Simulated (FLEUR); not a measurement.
# CdTe (F-43m) in FLEUR: notebook

The runs below take CdTe through band structure, equation of state, with PBE.

Everything below comes from runs of FLEUR MaX-R8.1 (later development tree). Logs are shortened: lines on timing, memory, paths and dates and some standing lists are left out, and cuts for length are marked.

**What was measured.**

A printed reference work, data compilation reports, for a bulk crystal of CdTe at 0 K: band gap 1.607 eV.

The runs below are set against these values where they give the same quantity.

## (1) The crystal as given

The structure is cubic, space group F-43m (No. 216). The conventional cell has a = 6.410 Å, b = 6.410 Å, c = 6.410 Å, α = 90.00°, β = 90.00°, γ = 90.00°. Te (site symmetry -43m) is surrounded by 4 Cd at 2.78 Å. Cd (site symmetry -43m) is surrounded by 4 Te at 2.78 Å.

## (2) Band structure, PBE

Input file inp.xml:

```xml
<?xml version="1.0" encoding="UTF-8" standalone="no"?>
<fleurInput fleurInputVersion="0.39">
   <comment>
      CdTe                                                                                                
   </comment>
   <calculationSetup>
      <cutoffs Kmax="4.0" Gmax="20.0" GmaxXC="20.0" numbands="0"/>
      <scfLoop itmax="60" minDistance="0.00001" maxIterBroyd="15" imix="Anderson" alpha="0.05" precondParam="0.0" spinf="2.0" sdNocoIR="T"/>
      <coreElectrons ctail="T" frcor="F" kcrel="0" coretail_lmax="0"/>
      <xcFunctional name="pbe" relativisticCorrections="F"/>
      <magnetism jspins="1"/>
      <soc l_soc="F" theta="0.0" phi="0.0" spav="F"/>
      <expertModes spex="0" secvar="F"/>
      <geometryOptimization l_f="F" forcealpha="1.0" forcemix="BFGS" epsdisp="0.00001" epsforce="0.00001"/>
      <ldaU l_linMix="F" mixParam="0.05" spinf="1.0"/>
   </calculationSetup>
   <cell>
      <bzIntegration valenceElectrons="42.0" mode="hist" fermiSmearingEnergy="0.00183747">
         <kPointListSelection listName="default-1"/>
         <!-- k-points included here -->
         <xi:include xmlns:xi="http://www.w3.org/2001/XInclude" href="kpts.xml"> </xi:include>
      </bzIntegration>
      <!-- symmetry operations included here -->
      <xi:include xmlns:xi="http://www.w3.org/2001/XInclude" href="sym.xml"> </xi:include>
      <bulkLattice scale="1.0">
         <bravaisMatrix>
            <row-1>    0.0000000000000000     6.0565722293429998     6.0565722293429998</row-1>
[... 31 lines left out ...]
         <lo type="SCLO" l="0" n="4" eDeriv="0"/>
         <lo type="SCLO" l="1" n="4" eDeriv="0"/>
         <lo type="SCLO" l="1" n="4" eDeriv="1"/>
         <lo type="SCLO" l="2" n="4" eDeriv="2"/>
         <lo type="SCLO" l="3" n="4" eDeriv="2"/>
      </species>
   </atomSpecies>
   <atomGroups>
      <atomGroup species="Tellurium (Te)">
         <relPos label="                   1">-1.000/4.000 -1.000/4.000 -1.000/4.000</relPos>
         <force calculate="T" relaxXYZ="TTT"/>
      </atomGroup>
      <atomGroup species="Cadmium (Cd)">
         <relPos label="                   2">.0000000000 .0000000000 .0000000000</relPos>
         <force calculate="T" relaxXYZ="TTT"/>
      </atomGroup>
   </atomGroups>
   <output dos="F" band="F" slice="F">
      <checks vchk="F" cdinf="F"/>
      <bandDOS minEnergy="-.5*Htr" maxEnergy="0.5*Htr" sigma="0.015" storeEVData="T"/>
      <vacuumDOS vacdos="F" integ="F" star="F" nstars="0" locx1="0.0" locy1="0.0" locx2="0.0" locy2="0.0" nstm="0" tworkf="0.0"/>
      <unfoldingBand unfoldBand="F" supercellX="1" supercellY="1" supercellZ="1"/>
      <plotting iplot="0" polar="F">
         <plot TwoD="T" vec1="  1.0  0.0  0.0" vec2="  0.0  1.0  0.0" vec3="  0.0  0.0  1.0" zero="  0.0  0.0  0.0" file="plot"/>
      </plotting>
      <chargeDensitySlicing numkpt="0" minEigenval="0.0" maxEigenval="0.0" nnne="0" pallst="F"/>
      <specialOutput eonly="F"/>
      <moessbauerParams electricFieldGradient="T" isomerShift="T" coreHyperfine="T" valenceHyperfine="T"/>
      <magneticCircularDichroism mcd="F" energyLo="-10.0" energyUp="0.0"/>
   </output>
  <!-- We include the file relax.xml here to enable relaxations (see documentation) -->
  <xi:include xmlns:xi="http://www.w3.org/2001/XInclude" href="relax.xml"> <xi:fallback/> </xi:include>
</fleurInput>
```

Input file crystal.txt:

```
CdTe
&input cartesian=F /
0.0000000000  3.2050000000  3.2050000000
3.2050000000  0.0000000000  3.2050000000
3.2050000000  3.2050000000  0.0000000000
1.8897261246
1.0 1.0 1.0

2
52 0.7500000000  0.7500000000  0.7500000000
48 0.0000000000  0.0000000000  0.0000000000

&kpt div1=7 div2=7 div3=7 gamma=T /
```

Input file inp.xml (bands):

```
<?xml version="1.0" encoding="UTF-8" standalone="no"?>
<fleurInput fleurInputVersion="0.39">
   <comment>
      CdTe                                                                                                
   </comment>
   <calculationSetup>
      <cutoffs Kmax="4.0" Gmax="20.0" GmaxXC="20.0" numbands="0"/>
      <scfLoop itmax="60" minDistance="0.00001" maxIterBroyd="15" imix="Anderson" alpha="0.05" precondParam="0.0" spinf="2.0" sdNocoIR="T"/>
      <coreElectrons ctail="T" frcor="F" kcrel="0" coretail_lmax="0"/>
      <xcFunctional name="pbe" relativisticCorrections="F"/>
      <magnetism jspins="1"/>
      <soc l_soc="F" theta="0.0" phi="0.0" spav="F"/>
      <expertModes spex="0" secvar="F"/>
      <geometryOptimization l_f="F" forcealpha="1.0" forcemix="BFGS" epsdisp="0.00001" epsforce="0.00001"/>
      <ldaU l_linMix="F" mixParam="0.05" spinf="1.0"/>
   </calculationSetup>
   <cell>
      <bzIntegration valenceElectrons="42.0" mode="hist" fermiSmearingEnergy="0.00183747">
         <kPointListSelection listName="path-1"/>
         <!-- k-points included here -->
         <xi:include xmlns:xi="http://www.w3.org/2001/XInclude" href="kpts.xml"> </xi:include>
      </bzIntegration>
      <!-- symmetry operations included here -->
      <xi:include xmlns:xi="http://www.w3.org/2001/XInclude" href="sym.xml"> </xi:include>
      <bulkLattice scale="1.0">
         <bravaisMatrix>
[... 32 lines left out ...]
         <lo type="SCLO" l="0" n="4" eDeriv="0"/>
         <lo type="SCLO" l="1" n="4" eDeriv="0"/>
         <lo type="SCLO" l="1" n="4" eDeriv="1"/>
         <lo type="SCLO" l="2" n="4" eDeriv="2"/>
         <lo type="SCLO" l="3" n="4" eDeriv="2"/>
      </species>
   </atomSpecies>
   <atomGroups>
      <atomGroup species="Tellurium (Te)">
         <relPos label="                   1">-1.000/4.000 -1.000/4.000 -1.000/4.000</relPos>
         <force calculate="T" relaxXYZ="TTT"/>
      </atomGroup>
      <atomGroup species="Cadmium (Cd)">
         <relPos label="                   2">.0000000000 .0000000000 .0000000000</relPos>
         <force calculate="T" relaxXYZ="TTT"/>
      </atomGroup>
   </atomGroups>
   <output dos="F" band="T" slice="F">
      <checks vchk="F" cdinf="F"/>
      <bandDOS minEnergy="-.5*Htr" maxEnergy="0.5*Htr" sigma="0.015" storeEVData="T"/>
      <vacuumDOS vacdos="F" integ="F" star="F" nstars="0" locx1="0.0" locy1="0.0" locx2="0.0" locy2="0.0" nstm="0" tworkf="0.0"/>
      <unfoldingBand unfoldBand="F" supercellX="1" supercellY="1" supercellZ="1"/>
      <plotting iplot="0" polar="F">
         <plot TwoD="T" vec1="  1.0  0.0  0.0" vec2="  0.0  1.0  0.0" vec3="  0.0  0.0  1.0" zero="  0.0  0.0  0.0" file="plot"/>
      </plotting>
      <chargeDensitySlicing numkpt="0" minEigenval="0.0" maxEigenval="0.0" nnne="0" pallst="F"/>
      <specialOutput eonly="F"/>
      <moessbauerParams electricFieldGradient="T" isomerShift="T" coreHyperfine="T" valenceHyperfine="T"/>
      <magneticCircularDichroism mcd="F" energyLo="-10.0" energyUp="0.0"/>
   </output>
  <!-- We include the file relax.xml here to enable relaxations (see documentation) -->
  <xi:include xmlns:xi="http://www.w3.org/2001/XInclude" href="relax.xml"> <xi:fallback/> </xi:include>
</fleurInput>
```

Potentials or basis: all-electron, FLAPW.

Started as:

```
> inpgen -f crystal.txt -profile fast
> # inp.xml edited to the form shown
> fleur_MPI
> fleur_MPI   # second run, on inp.xml (bands)
```

What it wrote:

```text
Welcome to FLEUR        (www.flapw.de)
      MaX-Release 8.1          (www.max-centre.eu)

 ========== k-point set info ==========
 Selected k-point list: default-1
 k-point list type: mesh
 7 x 7 x 7
 Number of k points: 20

 ------------Calculation Setup---------------------------
 Number of MPI-tasks      :            1
 Number of PE/node        :            1
 Number of OMP-threads    :            1
 Most efficient MPI parallelization for:
           1           2           4           5          10          20
 Additional eigenvalue parallelization possible
 Number of basis functions:          615
 Approximate size of matrices (H+S) per k-point:         0.011 GB
 --------------------------------------------------------
 Iteration:     1   Distance:       5.62966744 me/bohr^3
 Iteration:     2   Distance:       5.19747609 me/bohr^3
 Iteration:     3   Distance:       3.13094514 me/bohr^3
 Iteration:     4   Distance:       0.98406355 me/bohr^3
 Iteration:     5   Distance:       0.70693689 me/bohr^3
 Iteration:     6   Distance:       0.15632134 me/bohr^3
 Iteration:     7   Distance:       0.10816483 me/bohr^3
 Iteration:     8   Distance:       0.03876926 me/bohr^3
 Iteration:     9   Distance:       0.00917422 me/bohr^3
 Iteration:    10   Distance:       0.00460131 me/bohr^3
 Iteration:    11   Distance:       0.00044551 me/bohr^3
 Iteration:    12   Distance:       0.00040434 me/bohr^3
 Iteration:    13   Distance:       0.00004595 me/bohr^3
 Iteration:    14   Distance:       0.00003689 me/bohr^3
 Iteration:    15   Distance:       0.00000967 me/bohr^3

 ********************************************************************
 Run finished successfully
 Stop message:
   all done
 ********************************************************************
```

output (bands):

```text
Welcome to FLEUR        (www.flapw.de)
      MaX-Release 8.1          (www.max-centre.eu)

 ========== k-point set info ==========
 Selected k-point list: path-1
 k-point list type: path
 Number of k points: 60

 ------------Calculation Setup---------------------------
 Number of MPI-tasks      :            1
 Number of PE/node        :            1
 Number of OMP-threads    :            1
 Most efficient MPI parallelization for:
           1           2           3           4           5           6          10          12          15          20          30          60
 Additional eigenvalue parallelization possible
 Number of basis functions:          615
 Approximate size of matrices (H+S) per k-point:         0.011 GB
 --------------------------------------------------------
 Fermi energy correction for insulators:
 No automatic correction of the Fermi energy has been performed.

 Note: Band structure data (together with different weights) is also stored in the banddos.hdf file.
       A convenient way of extracting and plotting the data from that file is by making use of the

 ********************************************************************
 Run finished successfully
 Stop message:
   Charge density postprocessing done.
 ********************************************************************
```

out.xml (last iteration):

```text
<iteration numberForCurrentRun="   15" overallNumber="   15">
         <energyParameters units="Htr">
            <atomicEP atomType="1" spin="1" branch="5s" branchLowest="-5.66" branchHighest="0.74" value="-0.2823980975"/>
            <atomicEP atomType="1" spin="1" branch="5p" branchLowest="-3.82" branchHighest="1.52" value="-0.0371465585"/>
            <atomicEP atomType="1" spin="1" branch="5d" branchLowest="-1.11" branchHighest="2.87" value="0.1694387638"/>
            <atomicEP atomType="1" spin="1" branch="4f" branchLowest="-9.99" branchHighest="1.69" value="0.3223911690"/>
            <loAtomicEP atomType="1" spin="1" branch="4p" branchLowest="-29.14" branchHighest="-3.82" value="-3.8365912774"/>
            <loAtomicEP atomType="1" spin="1" branch="4p" branchLowest="-29.14" branchHighest="-3.82" value="-3.8365912774"/>
            <loAtomicEP atomType="1" spin="1" branch="4d" branchLowest="-20.19" branchHighest="-1.11" value="-1.1525295800"/>
            <loAtomicEP atomType="1" spin="1" branch="4d" branchLowest="-20.19" branchHighest="-1.11" value="-1.1525295800"/>
            <loAtomicEP atomType="1" spin="1" branch="5s" branchLowest="-5.66" branchHighest="0.74" value="-0.2823980975"/>
            <loAtomicEP atomType="1" spin="1" branch="4f" branchLowest="-9.99" branchHighest="1.69" value="0.3223934905"/>
            <atomicEP atomType="2" spin="1" branch="5s" branchLowest="-3.58" branchHighest="1.11" value="0.0398770942"/>
            <atomicEP atomType="2" spin="1" branch="5p" branchLowest="-2.14" branchHighest="1.75" value="0.2026369184"/>
            <atomicEP atomType="2" spin="1" branch="4d" branchLowest="-14.14" branchHighest="-0.04" value="-0.1184088807"/>
            <atomicEP atomType="2" spin="1" branch="4f" branchLowest="-9.99" branchHighest="2.03" value="0.5200763830"/>
            <loAtomicEP atomType="2" spin="1" branch="4s" branchLowest="-26.64" branchHighest="-3.58" value="-3.5836967103"/>
            <loAtomicEP atomType="2" spin="1" branch="4p" branchLowest="-21.77" branchHighest="-2.14" value="-2.1585782412"/>
            <loAtomicEP atomType="2" spin="1" branch="4p" branchLowest="-21.77" branchHighest="-2.14" value="-2.1585782412"/>
            <loAtomicEP atomType="2" spin="1" branch="4d" branchLowest="-14.14" branchHighest="-0.04" value="-0.1267988855"/>
            <loAtomicEP atomType="2" spin="1" branch="4f" branchLowest="-9.99" branchHighest="2.03" value="0.5200784806"/>
         </energyParameters>
         <eigenvalues>
            <eigenvaluesAt spin="1" ikpt="1" k_x="0.00000000" k_y="0.00000000" k_z="0.00000000">
                      -3.8250081283       -3.8250081283       -3.8250081283       -3.5836948582       -2.1524806238
                      -2.1524806238       -2.1524806238       -1.1550416519       -1.1550416519       -1.1550416519
                      -1.1546690360       -1.1546690360       -0.2456208486       -0.1363631985       -0.1363631985
                      -0.1363631985       -0.1258539795       -0.1258539795        0.1722097820        0.1722097820
                       0.1722097820        0.2041818126        0.3410689364        0.3410689364        0.3410689364
                       0.4479926381        0.5226066024        0.5226066024        0.5423720029        0.5423720029
                       0.5423720029        0.6360786343        0.8699529488
            </eigenvaluesAt>
            <eigenvaluesAt spin="1" ikpt="2" k_x="0.00000000" k_y="0.00000000" k_z="0.14285714">
                      -3.8250050444       -3.8250045979       -3.8250045979       -3.5836947767       -2.1524806843
                      -2.1524799005       -2.1524799005       -1.1549969860       -1.1549969860       -1.1549955164
[... 63 lines left out ...]
         <moessbauerParams unitsHFF="kG" unitsIS="e/bohr^3" unitsEFG="Htr/bohr^2">
            <coreIsomerShift atomType="1" isTotal="232178.98392">
               <shell n="1" l="0" isomerShift="201660.69714"/>
               <shell n="2" l="0" isomerShift="24008.87130"/>
               <shell n="2" l="1" isomerShift="632.51234"/>
               <shell n="3" l="0" isomerShift="4745.20499"/>
               <shell n="3" l="1" isomerShift="135.56337"/>
               <shell n="4" l="0" isomerShift="996.13475"/>
               <shell n="3" l="2" isomerShift="0.00003"/>
            </coreIsomerShift>
            <coreIsomerShift atomType="2" isTotal="161533.79975">
               <shell n="1" l="0" isomerShift="141645.54004"/>
               <shell n="2" l="0" isomerShift="16340.74640"/>
               <shell n="2" l="1" isomerShift="358.47843"/>
               <shell n="3" l="0" isomerShift="3115.58937"/>
               <shell n="3" l="1" isomerShift="73.44550"/>
               <shell n="3" l="2" isomerShift="0.00001"/>
            </coreIsomerShift>
            <isomerShift atomType="1" nucleusRadius="0.0001189" averageDensity="232292.26830"/>
            <isomerShift atomType="2" nucleusRadius="0.0001140" averageDensity="162160.99659"/>
            <electricFieldGradient atomType="1" VXX="0.00000" VYY="0.00000" VZZ="0.00000" asymParam="0.00000">
            </electricFieldGradient>
            <electricFieldGradient atomType="2" VXX="0.00000" VYY="0.00000" VZZ="0.00000" asymParam="0.00000">
            </electricFieldGradient>
         </moessbauerParams>
         <totalEnergy                                    value="   -12392.8944347353" units="Htr">
            <sumOfEigenvalues                            value="    -7489.9868118492">
               <coreElectrons value="-7434.2089593670"/>
               <valenceElectrons value="-55.7778524822"/>
            </sumOfEigenvalues>
            <densityCoulombPotentialIntegral value="-20112.2440530806"/>
            <densityEffectivePotentialIntegral value="-20544.1550653441"/>
            <chargeDenXCDenIntegral value="-330.9608584368"/>
            <FockExchangeEnergyValence value="0.0000000000"/>
            <FockExchangeEnergyCore value="0.0000000000"/>
            <atomTypeDependentContributions atomType="1">
               <electronNucleiInteractionDifferentMTs value="8230.5041588612"/>
               <MadelungTerm value="-33.9071290302"/>
            </atomTypeDependentContributions>
            <atomTypeDependentContributions atomType="2">
               <electronNucleiInteractionDifferentMTs value="6778.4220939837"/>
               <MadelungTerm value="-17.1464213781"/>
            </atomTypeDependentContributions>
            <tkbTimesEntropy value="0.0000000000"/>
            <freeEnergy value="-12392.8944347353"/>
            <extrapolationTo0K value="-12392.8944347353"/>
         </totalEnergy>
         <densityConvergence units="me/bohr^3">
            <chargeDensity spin="1" distance="0.0000096706"/>
         </densityConvergence>
      </iteration>
```

Wall time 83 s (1 thread of Arm Neoverse V1, shared host); peak memory 0.12 GiB.

What came out:

```yaml
Free_energy: -337227.8372 eV
Band_gap_on_the_k_mesh: 0.87 eV, direct
Band_gap_along_the_path: 0.87 eV, direct
Valence_electrons_inside_the_program's_atomic_spheres: Te 19.08; Cd 18.61 (radii Te 2.3, Cd 2.56 bohr)
```

Levels at the corners of the path, in eV from the valence-band top:
| point | band 18 | band 19 | band 20 | band 21 | band 22 | band 23 | band 24 | band 25 |
| --- | --- | --- | --- | --- | --- | --- | --- | --- |
| Γ | -8.11 | 0.00 | 0.00 | 0.00 | 0.87 | 4.59 | 4.59 | 4.59 |
| X | -7.58 | -4.46 | -1.98 | -1.98 | 2.54 | 2.67 | 9.00 | 9.31 |
| W | -7.49 | -4.34 | -2.45 | -2.34 | 4.37 | 4.68 | 5.61 | 6.30 |
| K | -7.53 | -4.36 | -2.70 | -1.64 | 2.88 | 4.57 | 7.42 | 7.55 |
| Γ | -8.11 | 0.00 | 0.00 | 0.00 | 0.87 | 4.59 | 4.59 | 4.59 |
| L | -7.73 | -4.61 | -0.82 | -0.82 | 1.85 | 5.20 | 5.20 | 7.08 |
| U | -7.53 | -4.36 | -2.70 | -1.64 | 2.88 | 4.57 | 7.42 | 7.55 |
| W | -7.49 | -4.34 | -2.45 | -2.34 | 4.37 | 4.68 | 5.61 | 6.30 |
| L | -7.73 | -4.61 | -0.82 | -0.82 | 1.85 | 5.20 | 5.20 | 7.08 |
| K | -7.53 | -4.36 | -2.70 | -1.64 | 2.88 | 4.57 | 7.42 | 7.55 |
| U | -7.53 | -4.36 | -2.70 | -1.64 | 2.88 | 4.57 | 7.42 | 7.55 |
| X | -7.58 | -4.46 | -1.98 | -1.98 | 2.54 | 2.67 | 9.00 | 9.31 |

Core levels (eV from the Fermi level):
| atom | levels |
| --- | --- |
| 1 Te | 1s1/2 -31602.1, 2s1/2 -4840.2, 2p1/2 -4534.4, 2p3/2 -4259.9, 3s1/2 -958.9, 3p1/2 -833.2, 3p3/2 -782.1, 4s1/2 -158.7, 3d3/2 -560.5, 3d5/2 -549.8 |
| 2 Cd | 1s1/2 -26506.3, 2s1/2 -3931.0, 2p1/2 -3659.2, 2p3/2 -3466.8, 3s1/2 -729.7, 3p1/2 -620.8, 3p3/2 -586.5, 3d3/2 -393.8, 3d5/2 -386.8 |

Caveat: spin-orbit coupling is left out, which moves the levels of the heavy elements.

## (3) Equation of state, PBE, 30.95 Å³/atom (volume scaled by 0.94)

Changes to inp.xml since step 2:

```diff
@@ -24,3 +24,3 @@
       <xi:include xmlns:xi="http://www.w3.org/2001/XInclude" href="sym.xml"> </xi:include>
-      <bulkLattice scale="1.0">
+      <bulkLattice scale="0.9795861087">
          <bravaisMatrix>
@@ -34,3 +34,3 @@
       <species name="Tellurium (Te)" element="Te" atomicNumber="52">
-         <mtSphere radius="2.3" gridPoints="761" logIncrement="0.017"/>
+         <mtSphere radius="2.23" gridPoints="761" logIncrement="0.017"/>
          <atomicCutoffs lmax="6" lnonsphr="4"/>
@@ -51,3 +51,3 @@
       <species name="Cadmium (Cd)" element="Cd" atomicNumber="48">
-         <mtSphere radius="2.56" gridPoints="847" logIncrement="0.015"/>
+         <mtSphere radius="2.48" gridPoints="847" logIncrement="0.015"/>
          <atomicCutoffs lmax="7" lnonsphr="5"/>
```

Potentials or basis: all-electron, FLAPW.

Started as:

```
> inpgen -f crystal.txt -profile fast
> # inp.xml edited to the form shown
> fleur_MPI
```

It took 69 s on 1 thread of Arm Neoverse V1, shared host; peak memory 0.11 GiB.

The run converged. Its results:

```
Free energy                                           : -337227.6627 eV
Band gap on the k mesh                                : 1.06 eV, direct
Valence electrons inside the program's atomic spheres : Te 18.86; Cd 18.48 (radii Te 2.23, Cd 2.48 bohr)
```

Caveat: spin-orbit coupling is left out, which moves the levels of the heavy elements.

[end of part 1 of 2]
